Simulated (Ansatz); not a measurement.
# Si (Fd-3m) in Ansatz: a series of runs

One crystal, Si, is run at these levels: PBE; tasks: single point, equation of state.

Program: Ansatz 0.2.0. These are calculated values, not measurements. Logs are shortened: lines on timing, memory, paths and dates and some standing lists are left out, and cuts for length are marked.

### 1 Starting point

Symmetry: Fd-3m, No. 227, cubic system. Conventional cell: a = 5.444 Å, b = 5.444 Å, c = 5.444 Å, α = 90.00°, β = 90.00°, γ = 90.00°. Si (site symmetry -43m) has 4 Si at 2.36 Å as nearest neighbours.

### 2 Single point, PBE, 18.95 Å³/atom (volume scaled by 0.94)

input.yaml reads:

```yaml
crystal:
  lattice:
    - [0.0, 2.6662876123, 2.6662876123]
    - [2.6662876123, 0.0, 2.6662876123]
    - [2.6662876123, 2.6662876123, 0.0]
  atoms:
    - { symbol: Si, position: [0.5, 0.5, 0.5] }
    - { symbol: Si, position: [0.75, 0.75, 0.75] }
hamiltonian:
  xc: pbe
  pseudopotentials: { kind: paw }
kpoints:
  mp_grid: { grid: [8, 8, 8] }
scf:
  occupations: { method: fermi_dirac, width: 0.05 }
output:
  forces: true
  stress: true
  eigenvalues: true
```

Potentials or basis: Ansatz PAW.

The run is started by

```
ansatz run input.yaml --threads 2 --pin off --max-ram 5120MiB --backend cpu --events-out ev --progress --plain --runs-dir out
```

The log of the run:

```text
Warning: RAYON_NUM_THREADS=2 ignored (pool sized by the plan → 2); use --threads N
Engine: ansatz 0.2.0, aarch64-unknown-linux-gnu
Pseudopotentials: kind: paw
Pseudopotential: Si, paw, valence charge 4, recommended cutoff 420 eV (normal), Si.paw.azcp
Functional definition: PBE
  parameter kappa = 0.804
  parameter beta = 0.06672455060314922
  exchange = pbe_x(kappa = kappa, mu = beta*pi^2/3)
  correlation = pbe_c(beta = beta)
Crystal: 2 atoms, lattice volume = 37.910 Å³
Basis set: ecut = 420 eV, 725 PW (Γ), exchange–correlation on 54×54×54 points (8 copies of the dense FFT grid, shifted against one another)
Bands: 8, of which v1, the nominal top of the filled ones, is band 4 counted from 1 (3 counted from 0)
Symmetry: 48 space group operations
Space group: Fd-3m (ITA 227), of the structure as read, at distance tolerance 3.4e-5 Å
k-points: 29 of 512
Non-local potential: Si, projectors of the file, l = 0: 2, l = 1: 2, l = 2: 2
PAW form: soft (Blöchl's): semilocal exchange-correlation on the pseudo side does not see the compensation charge
PAW one-centre angular grid: Si, 110 points (default); XC on 64 Gauss nodes
Initial density: superposition of atomic densities (neutral atoms: chi_scale 0, normalization atom), corrected by the library's trained network
Initial wavefunctions: pseudopotential atomic-orbital guess
Functional: x = pbe(κ = 0.804, μ = 0.2195149727645171), c = pbe(β = 0.06672455060314922)
SCF iter   1: F=—  HF=-1271.545762 eV  |F-HF|=—  |Δ(HF+E_count)|=         —  Δρ=9.42e-4  dr2=2.91e-4  ethr=1.77e-3  ⟨swp⟩=6.0  Hψ=2063  notcnv=0
preconditioner: auto → none  [insulator: Δε(μ)=0.526 eV  Ē_g=9.746 eV  σ=0.050 eV  W_gap=0.99  n_scr=8 (ndim 8)  ℏωp=17.1 eV  f_vac=0.000  D(μ)=0.00/eV (n_scr^D=0)  ε∞_Penn≈4.1]
SCF iter   2: F=—  HF=-1271.546029 eV  |F-HF|=—  |Δ(HF+E_count)|=   2.68e-4  Δρ=4.22e-4  dr2=5.44e-5  ethr=3.63e-6  ⟨swp⟩=2.2  Hψ=589  notcnv=0
SCF iter   3: F=—  HF=-1271.546067 eV  |F-HF|=—  |Δ(HF+E_count)|=   3.75e-5  Δρ=9.20e-5  dr2=2.30e-6  ethr=6.80e-7  ⟨swp⟩=2.1  Hψ=346  notcnv=0
SCF iter   4: F=—  HF=-1271.546067 eV  |F-HF|=—  |Δ(HF+E_count)|=   4.77e-8  Δρ=5.03e-5  dr2=5.40e-7  ethr=2.87e-8  ⟨swp⟩=1.0  Hψ=232  notcnv=0
iter 5 did not close the SCF: its close was put off for the readings that it lacked (scf_convergence_deferred on its scf_iter line)
SCF iter   5: F=-1271.546067 eV  HF=-1271.546067 eV  |F-HF|=2.59e-11  |Δ(HF+E_count)|=   3.44e-7  Δρ=2.28e-6  dr2=1.19e-9  ethr=6.74e-9  ⟨swp⟩=2.9  Hψ=359  notcnv=0
SCF iter   6: F=-1271.546067 eV  HF=-1271.546067 eV  |F-HF|=4.93e-11  |Δ(HF+E_count)|=  4.66e-10  Δρ=8.01e-7  dr2=1.68e-10  ethr=1.49e-11  ⟨swp⟩=1.5  Hψ=695  notcnv=0
SCF 1 converged in 6 iterations: F = -1271.546067 eV  dr2 = 1.68e-10
SCF converged after 6 iterations
Free energy (F): -1271.546067 eV
Harris-Foulkes:  -1271.546067 eV  (|F-HF|=4.93e-11)
Internal energy: -1271.546000 eV  (E = F + TS)
E sigma→0 (E₀):  -1271.546034 eV
Entropy (-TS):   -0.000067 eV (-0.033 meV/atom)
Fermi energy:    7.058137 eV
--- Per-component energies (eV) ---
  E_band       = 12.748949
  E_kinetic    = 82.736054
  E_local      = -51.522594  (includes V_loc(G=0)·N_el)
  E_nonlocal   = 52.799866
  E_hartree    = 14.275031
  E_xc         = -111.264390
  E_vxc        = -94.646597  (∫ρ·V_xc dr)
  E_paw        = -1025.832950  (= ΣΔE_a)
  E_vpaw       = -5.167787  (= ΣTr[D̂ρ^β])
  E_aug_tail   = 0.000011  (compensation charges beyond the density's cutoff)
  E_ewald      = -232.737029
  E_smearing   = -0.000067  (= −TS)
  E_closure    = 0.000000  (closes the sum)
  Σ components = -1271.546067   (vs F -1271.546067, Δ=0.00e0)
--- Forces (eV/Å), atoms counted from 1 ---
  atom   1  Si     0.00000000    -0.00000000    -0.00000000
  atom   2  Si     0.00000000    -0.00000000    -0.00000000
  max |Σ_I F_I| component: 6.94e-17 eV/Å
--- Stress (GPa, compression-positive) ---
        8.002968       0.000000      -0.000000
       -0.000000       8.002968      -0.000000
        0.000000      -0.000000       8.002968
  P = ⅓ Tr σ = 8.0030 GPa (80.030 kbar)
--- Band table (eV; the first three rows and the last of 29) ---
  k-point 0: bands = ["-5.5270", "6.8212", "6.8212", "6.8212", "9.4012", "9.4012", "9.4012", "10.8261"]
  k-point 1: bands = ["-5.3130", "5.1984", "6.5157", "6.5157", "9.4614", "9.8488", "9.8488", "12.0514"]
  k-point 2: bands = ["-4.6875", "2.7859", "6.0254", "6.0254", "9.0318", "10.3647", "10.3647", "14.0351"]
  k-point 28: bands = ["-0.9894", "-0.9894", "2.7305", "2.7305", "11.0808", "11.0808", "12.0084", "12.0084"]
```

Wall time 0.51 s (2 threads of Arm Neoverse V1, shared host); peak memory 0.26 GiB.

Results:

| Property | Result |
| --- | --- |
| Free energy | -1271.5461 eV |
| Pressure | 8.0 GPa |
| Band gap on the k mesh | 0.52 eV, indirect (least direct gap 2.58 eV) |

### 3 Single point, PBE, 19.36 Å³/atom (volume scaled by 0.96)

Edit input.yaml of step 2 so:

```diff
@@ -2,5 +2,5 @@
   lattice:
-    - [0.0, 2.6662876123, 2.6662876123]
-    - [2.6662876123, 0.0, 2.6662876123]
-    - [2.6662876123, 2.6662876123, 0.0]
+    - [0.0, 2.6850649043, 2.6850649043]
+    - [2.6850649043, 0.0, 2.6850649043]
+    - [2.6850649043, 2.6850649043, 0.0]
   atoms:
```

Potentials or basis: Ansatz PAW.

The run is started by

```
ansatz run input.yaml --threads 2 --pin off --max-ram 5120MiB --backend cpu --events-out ev --progress --plain --runs-dir out
```

It took 0.51 s on 2 threads of Arm Neoverse V1, shared host; peak memory 0.26 GiB.

It converged, with:

- Free energy: -1271.5801 eV
- Pressure: 5.5 GPa
- Band gap on the k mesh: 0.56 eV, indirect (least direct gap 2.57 eV)

### 4 Single point, PBE, 19.76 Å³/atom (volume scaled by 0.98)

Edit input.yaml of step 3 so:

```diff
@@ -2,5 +2,5 @@
   lattice:
-    - [0.0, 2.6850649043, 2.6850649043]
-    - [2.6850649043, 0.0, 2.6850649043]
-    - [2.6850649043, 2.6850649043, 0.0]
+    - [0.0, 2.7035831784, 2.7035831784]
+    - [2.7035831784, 0.0, 2.7035831784]
+    - [2.7035831784, 2.7035831784, 0.0]
   atoms:
```

The run is started by

```
ansatz run input.yaml --threads 2 --pin off --max-ram 5120MiB --backend cpu --events-out ev --progress --plain --runs-dir out
```

It took 0.52 s on 2 threads of Arm Neoverse V1, shared host; peak memory 0.26 GiB.

Results (log left out):

* Free energy: -1271.6023 eV
* Pressure: 3.3 GPa
* Band gap on the k mesh: 0.59 eV, indirect (least direct gap 2.57 eV)

### 5 Single point, PBE, 20.16 Å³/atom

Edit input.yaml of step 4 so:

```diff
@@ -2,5 +2,5 @@
   lattice:
-    - [0.0, 2.7035831784, 2.7035831784]
-    - [2.7035831784, 0.0, 2.7035831784]
-    - [2.7035831784, 2.7035831784, 0.0]
+    - [0.0, 2.7218511865, 2.7218511865]
+    - [2.7218511865, 0.0, 2.7218511865]
+    - [2.7218511865, 2.7218511865, 0.0]
   atoms:
```

The run is started by

```
ansatz run input.yaml --threads 2 --pin off --max-ram 5120MiB --backend cpu --events-out ev --progress --plain --runs-dir out
```

It took 0.52 s on 2 threads of Arm Neoverse V1, shared host; peak memory 0.26 GiB.

Results (log left out):

| Property | Result |
| --- | --- |
| Free energy | -1271.6140 eV |
| Pressure | 1.3 GPa |
| Band gap on the k mesh | 0.63 eV, indirect (least direct gap 2.56 eV) |

### 6 Single point, PBE, 20.57 Å³/atom (volume scaled by 1.02)

Edit input.yaml of step 5 so:

```diff
@@ -2,5 +2,5 @@
   lattice:
-    - [0.0, 2.7218511865, 2.7218511865]
-    - [2.7218511865, 0.0, 2.7218511865]
-    - [2.7218511865, 2.7218511865, 0.0]
+    - [0.0, 2.7398772164, 2.7398772164]
+    - [2.7398772164, 0.0, 2.7398772164]
+    - [2.7398772164, 2.7398772164, 0.0]
   atoms:
@@ -19 +19,5 @@
   eigenvalues: true
+  write_density: true
+  write_potential: true
+  elf: true
+  volumetric_format: npy
```

Potentials or basis: Ansatz PAW.

The run is started by

```
ansatz run input.yaml --threads 2 --pin off --max-ram 5120MiB --backend cpu --events-out ev --progress --plain --runs-dir out
```

It took 0.67 s on 2 threads of Arm Neoverse V1, shared host; peak memory 0.27 GiB.

The run converged. Its results:

```yaml
Free_energy: -1271.6162 eV
Pressure: -0.5 GPa
Band_gap_on_the_k_mesh: 0.66 eV, indirect (least direct gap 2.55 eV)
```

### 7 Single point, PBE, 20.97 Å³/atom (volume scaled by 1.04)

input.yaml reads:

```yaml
crystal:
  lattice:
    - [0.0, 2.7576691254, 2.7576691254]
    - [2.7576691254, 0.0, 2.7576691254]
    - [2.7576691254, 2.7576691254, 0.0]
  atoms:
    - { symbol: Si, position: [0.5, 0.5, 0.5] }
    - { symbol: Si, position: [0.75, 0.75, 0.75] }
hamiltonian:
  xc: pbe
  pseudopotentials: { kind: paw }
kpoints:
  mp_grid: { grid: [8, 8, 8] }
scf:
  occupations: { method: fermi_dirac, width: 0.05 }
output:
  forces: true
  stress: true
  eigenvalues: true
```

The run is started by

```
ansatz run input.yaml --threads 2 --pin off --max-ram 5120MiB --backend cpu --events-out ev --progress --plain --runs-dir out
```

Run time: 0.53 s. Hardware: 2 threads of Arm Neoverse V1, shared host; peak memory 0.27 GiB.

It converged, with:

- Free energy: -1271.6098 eV
- Pressure: -2.1 GPa
- Band gap on the k mesh: 0.69 eV, indirect (least direct gap 2.53 eV)

### 8 Single point, PBE, 21.37 Å³/atom (volume scaled by 1.06)

Edit input.yaml of step 7 so:

```diff
@@ -2,5 +2,5 @@
   lattice:
-    - [0.0, 2.7576691254, 2.7576691254]
-    - [2.7576691254, 0.0, 2.7576691254]
-    - [2.7576691254, 2.7576691254, 0.0]
+    - [0.0, 2.7752343705, 2.7752343705]
+    - [2.7752343705, 0.0, 2.7752343705]
+    - [2.7752343705, 2.7752343705, 0.0]
   atoms:
@@ -19 +19,5 @@
   eigenvalues: true
+  write_density: true
+  write_potential: true
+  elf: true
+  volumetric_format: npy
```

The run is started by

```
ansatz run input.yaml --threads 2 --pin off --max-ram 5120MiB --backend cpu --events-out ev --progress --plain --runs-dir out
```

Run time: 0.67 s. Hardware: 2 threads of Arm Neoverse V1, shared host; peak memory 0.27 GiB.

The run converged. Its results:

| Property | Result |
| --- | --- |
| Free energy | -1271.5956 eV |
| Pressure | -3.5 GPa |
| Band gap on the k mesh | 0.72 eV, indirect (least direct gap 2.45 eV) |

### 9 Equation of state, PBE

Potentials or basis: Ansatz PAW.

This step only gathers the single runs of the series.

Results:

| Quantity | Value |
| --- | --- |
| Equilibrium volume | 20.46 Å³/atom |
| Bulk modulus | 89 GPa |
| Pressure derivative of the bulk modulus | 4.3 |

Energy against volume, from the lowest point:
| volume (Å³/atom) | energy (meV/atom) |
| --- | --- |
| 18.955 | 35.07 |
| 19.358 | 18.07 |
| 19.761 | 6.93 |
| 20.165 | 1.08 |
| 20.568 | 0.00 |
| 20.971 | 3.22 |
| 21.375 | 10.30 |
